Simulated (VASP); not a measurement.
Output of a VASP run:

**OSZICAR**
```
       N       E                     dE             d eps       ncg     rms          rms(c)
DAV:   1     0.460060300307E+02    0.46006E+02   -0.76549E+03  8912   0.103E+03
DAV:   2    -0.280918925511E+02   -0.74098E+02   -0.69963E+02 11012   0.248E+02
DAV:   3    -0.306296667727E+02   -0.25378E+01   -0.25290E+01 11572   0.498E+01
DAV:   4    -0.306488938264E+02   -0.19227E-01   -0.19218E-01 10564   0.481E+00
DAV:   5    -0.306491519285E+02   -0.25810E-03   -0.25807E-03 11372   0.476E-01    0.896E+00
DAV:   6    -0.285191847950E+02    0.21300E+01   -0.70189E+00 10204   0.237E+01    0.294E+00
DAV:   7    -0.284990532541E+02    0.20132E-01   -0.15123E-01 10832   0.385E+00    0.187E+00
DAV:   8    -0.285058963542E+02   -0.68431E-02   -0.40091E-02  9088   0.285E+00    0.260E-01
DAV:   9    -0.285048624774E+02    0.10339E-02   -0.29114E-03 11584   0.532E-01    0.679E-02
DAV:  10    -0.285051711857E+02   -0.30871E-03   -0.72986E-04  9812   0.232E-01    0.471E-02
DAV:  11    -0.285051389119E+02    0.32274E-04   -0.14804E-04 11236   0.113E-01    0.370E-03
DAV:  12    -0.285051388599E+02    0.52032E-07   -0.36384E-06 10332   0.206E-02
   1 F= -.28505139E+02 E0= -.28505139E+02  d E =-.766578E-11
```

### OUTCAR
```
------------------------ aborting loop because EDIFF is reached ----------------------------------------
  FORCE on cell =-STRESS in cart. coord.  units (eV):
  Direction    XX          YY          ZZ          XY          YZ          ZX
  --------------------------------------------------------------------------------------
  Total       -0.3507390     -0.3507461     -0.3099369     -0.0000050     -0.0000001      0.0000000
  in kB      -20.4267490    -20.4271628    -18.0504698     -0.0002914     -0.0000035      0.0000024
  external PRESSURE =     -19.6347938 kB  Pullay stress =       0.0000000 kB
  volume of cell :       27.51
      direct lattice vectors                 reciprocal lattice vectors
     2.694280000  0.000000000  0.000000000     0.371156673  0.214287398  0.000000000
    -1.347140000  2.333315000  0.000000000     0.000000000  0.428574796  0.000000000
     0.000000000  0.000000000  4.376020000     0.000000000  0.000000000  0.228518151
 POSITION                                       TOTAL-FORCE (eV/Angst)
 -----------------------------------------------------------------------------------
     -0.00000      1.55554      0.00070         0.000026     -0.000015     -0.023691
      1.34714      0.77777      2.18871        -0.000026      0.000015     -0.023692
     -0.00000      1.55554      1.65125         0.000028     -0.000016      0.023690
      1.34714      0.77777      3.83926        -0.000028      0.000016      0.023693
 -----------------------------------------------------------------------------------
    total drift:                                0.000000      0.000001     -0.001017
  FREE ENERGIE OF THE ION-ELECTRON SYSTEM (eV)
  ---------------------------------------------------
  free  energy   TOTEN  =       -28.5051388599 eV

  energy  without entropy=      -28.5051388599  energy(sigma->0) =      -28.50513886
```
(Selected blocks of OUTCAR.)

POSCAR:
```
BeO
1
    2.6942800000     0.0000000000     0.0000000000
   -1.3471400000     2.3333150000     0.0000000000
    0.0000000000     0.0000000000     4.3760200000
Be O
2 2
Direct
  0.3333330000   0.6666670000   0.0001600000
  0.6666670000   0.3333330000   0.5001600000
  0.3333330000   0.6666670000   0.3773400000
  0.6666670000   0.3333330000   0.8773400000
```

### Question
Reconstruct the remaining input files.

### Answer
This is not unique; one that fits is the input of the run itself, PBE GGA, plane waves, VASP's PBE PAW potentials (set 64).

### KPOINTS
```
kpoints
0
Gamma
  11 11 6
0 0 0
```

### INCAR
```
! general
SYSTEM=BeO
PREC  =Accurate
ENCUT =400
LREAL =F
LASPH =T
ISYM  =0

! electronic loop
EDIFF =1E-6   ! SCF stop (eV)
NELM  =100   ! most electronic steps
ALGO  =Normal

! smearing
ISMEAR=-1
SIGMA =0.02   ! width (eV)

! functional
GGA   =PE

! ions
ISIF  =2

! output
LWAVE =F
LCHARG=F
```

POTCAR, in this order: Be O (PBE.64 set). Program: vasp_std.

At this cut-off the stress carries a Pulay error, which pulls relaxed volumes low.

The structure comes from a computed database's BeO entry; how it stands against other phases isn't given here. The cell was not relaxed at this level. The run is one of a series of settings (ISYM = 0 against the base run), some of them coarse on purpose.
